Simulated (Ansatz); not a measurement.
A strain series on SnSe (zincblende): xy shear, engineering strain (angle)

SnSe (zincblende), relaxed with r2SCAN in the PAW code Ansatz, then strained (xy shear, engineering strain (angle); angles, axes as in the cell below) with the atoms relaxed again within the symmetry that is left. The symmetry is F-43m (No. 216, cubic); a = 6.728 Å in the conventional setting, 38.07 Å³ an atom. Sn is surrounded by 4 Se at 2.91 Å; Se is surrounded by 4 Sn at 2.91 Å. Note: simulated data, non-magnetic, for a generated structure that need not be the stable one.

```
Sn Se
1.0
     0.00000    3.36398    3.36398
     3.36398    0.00000    3.36398
     3.36398    3.36398    0.00000
Sn Se
1 1
Cartesian
  0.0000 0.0000 0.0000
  1.6820 1.6820 1.6820
```

Gaps are the least over each mesh (HSE06 4×4×4 when unstrained) and the special points, which keep their unstrained names.

```tsv
strain (%)	gap, HSE06 (eV)	edges, HSE06
-5.96	0.311	W → X
0.0	0.304	W → X
+2.0	0.305	W → X
+4.73	0.294	(1/4, 0.469, -0.281) → X
```

No spin-orbit coupling is included; it can move band edges with weight on the heavy atoms by tenths of an eV.

The meshes of the hybrids are coarse, so their gaps aren't converged to the digits shown.
